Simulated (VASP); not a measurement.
# Settings for Ru: surface energy

Ru, slab, 10 atoms in the cell. RevPBE; PAW potentials Ru_pv (PBE set). VASP 6.6.1.

Wanted: surface energy, atoms not relaxed within 0.02 J/m²; face levels within 0.04 eV.

Crystal: Ru, P6_3/mmc; Face: (0 0 1); Starting cell: bulk cell relaxed first with the same functional.

Face levels: vacuum level at each face, counted from the Fermi level.

The series start from vacuum (Å): 12; k spacing (1/Å): 0.25; Smearing SIGMA (eV): 0.1; Cutoff ENCUT (eV): 310; SCF threshold EDIFF (eV): 1e-6; PREC: Accurate; LREAL: .FALSE.; ALGO: Normal; atomic planes: 6. Each series keeps the choices made before it, and each single choice may use up half of a tolerance. Times cover all steps of a run.

## Vacuum (Å)

| Vacuum (Å) | Surface energy, atoms not relaxed (J/m²) | Face levels, largest deviation (eV) | Time (s) |
|---|---|---|---|
| 5 | 2.521 | 0.271 | 20 |
| 7 | 2.521 | 0.036 | 23 |
| 9 | 2.522 | 0.000 | 26 |
| 12 | 2.526 | 0.003 | 33 |
| 15 | 2.528 | 0.000 | 37 |
| 20 (reference) | 2.531 | 0.000 | 41 |

Chosen: 9, the loosest value from which every tighter one stays within half of the tolerance.

## k spacing (1/Å)

| k spacing (1/Å) | Surface energy, atoms not relaxed (J/m²) | Face levels, largest deviation (eV) | Time (s) |
|---|---|---|---|
| 0.6 | 2.418 | 0.184 | 16 |
| 0.45 | 2.559 | 0.028 | 18 |
| 0.35 | 2.613 | 0.026 | 21 |
| 0.25 | 2.522 | 0.042 | 26 |
| 0.2 | 2.501 | 0.017 | 34 |
| 0.15 | 2.522 | 0.002 | 49 |
| 0.12 (reference) | 2.530 | 0.000 | 66 |

Chosen: 0.15.

## Smearing SIGMA (eV)

| Smearing SIGMA (eV) | Surface energy, atoms not relaxed (J/m²) | Face levels, largest deviation (eV) | Time (s) |
|---|---|---|---|
| 0.4 | 2.523 | 0.019 | 51 |
| 0.3 | 2.521 | 0.015 | 47 |
| 0.2 | 2.522 | 0.006 | 46 |
| 0.1 | 2.522 | 0.004 | 49 |
| 0.05 (reference) | 2.523 | 0.000 | 46 |

Chosen: 0.4.

## Cutoff ENCUT (eV)

| Cutoff ENCUT (eV) | Surface energy, atoms not relaxed (J/m²) | Face levels, largest deviation (eV) | Time (s) |
|---|---|---|---|
| 190 | 2.558 | 0.051 | 24 |
| 240 | 2.530 | 0.004 | 33 |
| 280 | 2.523 | 0.002 | 38 |
| 310 | 2.523 | 0.002 | 51 |
| 360 | 2.523 | 0.001 | 65 |
| 430 (reference) | 2.523 | 0.000 | 74 |

Chosen: 240.

## SCF threshold EDIFF (eV)

| SCF threshold EDIFF (eV) | Surface energy, atoms not relaxed (J/m²) | Face levels, largest deviation (eV) | Time (s) |
|---|---|---|---|
| 0.001 | 2.530 | 0.114 | 24 |
| 0.0001 | 2.530 | 0.027 | 27 |
| 1e-5 | 2.530 | 0.000 | 31 |
| 1e-6 | 2.530 | 0.000 | 33 |
| 1e-7 (reference) | 2.530 | 0.000 | 36 |

Chosen: 1e-5.

## PREC

| PREC | Surface energy, atoms not relaxed (J/m²) | Face levels, largest deviation (eV) | Time (s) |
|---|---|---|---|
| Accurate | 2.530 | 0.000 | 31 |
| Normal | 2.511 | 0.006 | 20 |

Chosen: Accurate; no other choice that stays within half of the tolerance saves 30 % of the time.

## LREAL

| LREAL | Surface energy, atoms not relaxed (J/m²) | Face levels, largest deviation (eV) | Time (s) |
|---|---|---|---|
| .FALSE. | 2.530 | 0.000 | 31 |
| Auto | 2.530 | 0.000 | 53 |

Chosen: .FALSE..

## ALGO

| ALGO | Surface energy, atoms not relaxed (J/m²) | Face levels, largest deviation (eV) | Time (s) |
|---|---|---|---|
| Normal | 2.530 | 0.000 | 31 |
| Fast | 2.530 | 0.000 | 33 |
| All | 2.530 | 0.001 | 51 |

Chosen: Normal.

## Atomic planes

| Atomic planes | Surface energy, atoms not relaxed (J/m²) | Face levels, largest deviation (eV) | Time (s) |
|---|---|---|---|
| 4 | 2.537 | 0.008 | 17 |
| 6 | 2.530 | 0.004 | 31 |
| 8 | 2.540 | 0.006 | 54 |
| 10 (reference) | 2.551 | 0.000 | 86 |

Chosen: 10; the next looser run is off by more than half of the tolerance, so convergence isn't shown beyond this value.

## All choices together

| Input | Surface energy, atoms not relaxed (J/m²) | Face levels, largest deviation (eV) | Time (s) |
|---|---|---|---|
| program defaults, thin vacuum, coarse mesh (naive) | 2.542 | 0.067 | 4.7 |
| chosen settings | 2.551 | 0.023 | 86 |
| reference settings throughout | 2.569 | 0.000 | 676 |

The chosen settings stay within the tolerance of the reference run, but the reference itself isn't shown to be converged in: atomic planes.

Values of the reference run: Face levels: 4.929, 4.929 eV.

## The input

INCAR.step1:
```
SYSTEM = Ru
ALGO = Normal ; EDIFF = 1E-5
ENCUT = 240 ; GGA = RE
ISMEAR = 1 ; KPAR = 4
LASPH = .TRUE. ; LCHARG = .FALSE.
LREAL = .FALSE. ; LWAVE = .FALSE.
NELM = 120 ; PREC = Accurate
SIGMA = 0.4
```

INCAR.step2, as INCAR.step1 but for:
```
+ DIPOL = 0.5 0.5 0.5
+ IDIPOL = 3
+ LDIPOL = .TRUE.
+ LVACPOTAV = .TRUE.
+ LVHAR = .TRUE.
```

KPOINTS.step1:
```
Automatic mesh
0
Gamma
  18 18 13
  0 0 0
```

KPOINTS.step2:
```
Automatic mesh
0
Gamma
  18 18 1
  0 0 0
```

POSCAR.step1:
```
Ru
1.0
    2.7218192609      0.0000000000      0.0000000000
   -1.3609096305      2.3571646245      0.0000000000
    0.0000000000      0.0000000000      4.3063747489
Ru
2
Direct
    0.6666666700      0.3333333300      0.7500000000
    0.3333333300      0.6666666700      0.2500000000
```

POSCAR.step2:
```
Ru
1.0
    2.7218192609      0.0000000000      0.0000000000
   -1.3609096305      2.3571646245      0.0000000000
    0.0000000000      0.0000000000     28.3786863709
Ru
10
Direct
    0.6666666700      0.3333333300      0.1585697076
    0.3333333300      0.6666666700      0.2344431060
    0.6666666700      0.3333333300      0.3103165042
    0.3333333300      0.6666666700      0.3861899026
    0.6666666700      0.3333333300      0.4620633008
    0.3333333300      0.6666666700      0.5379366992
    0.6666666700      0.3333333300      0.6138100974
    0.3333333300      0.6666666700      0.6896834958
    0.6666666700      0.3333333300      0.7655568940
    0.3333333300      0.6666666700      0.8414302924
```

Commands (each step's output is kept before the next begins):
```
cat potpaw_PBE.64/Ru_pv/POTCAR > POTCAR
cp INCAR.step1 INCAR
cp KPOINTS.step1 KPOINTS
cp POSCAR.step1 POSCAR
mpirun -np 4 vasp_std > vasp.out
rm WAVECAR CHG
cp INCAR.step2 INCAR
cp KPOINTS.step2 KPOINTS
cp POSCAR.step2 POSCAR
mpirun -np 4 vasp_std > vasp.out
```

Limits: The program found no field-free region, so the vacuum level is rough; the atoms keep their starting positions, so the number serves for convergence, not as the relaxed result.

The chosen input took VASP 6.6.1 86 s on 4 cores (Intel Xeon Platinum 8124M @ 3.00GHz (Skylake/Cascade Lake)), a shared host.

## An input that fails: vacuum far too thin

It runs to its end, but against the unchanged starting input it is off by 1.936 J/m² in the surface energy, atoms not relaxed, 10.351 eV in the face levels.

Vacuum (Å): 12 becomes 2.

Changes against the starting input:
```
(POSCAR.step2)
-    0.0000000000      0.0000000000     22.7659368735
+    0.0000000000      0.0000000000     12.7659368735
-    0.6666666700      0.3333333300      0.2635516400
-    0.3333333300      0.6666666700      0.3581309840
-    0.6666666700      0.3333333300      0.4527103280
-    0.3333333300      0.6666666700      0.5472896720
-    0.6666666700      0.3333333300      0.6418690160
-    0.3333333300      0.6666666700      0.7364483600
+    0.6666666700      0.3333333300      0.0783334596
+    0.3333333300      0.6666666700      0.2470000757
+    0.6666666700      0.3333333300      0.4156666919
+    0.3333333300      0.6666666700      0.5843333081
+    0.6666666700      0.3333333300      0.7529999243
+    0.3333333300      0.6666666700      0.9216665404
```
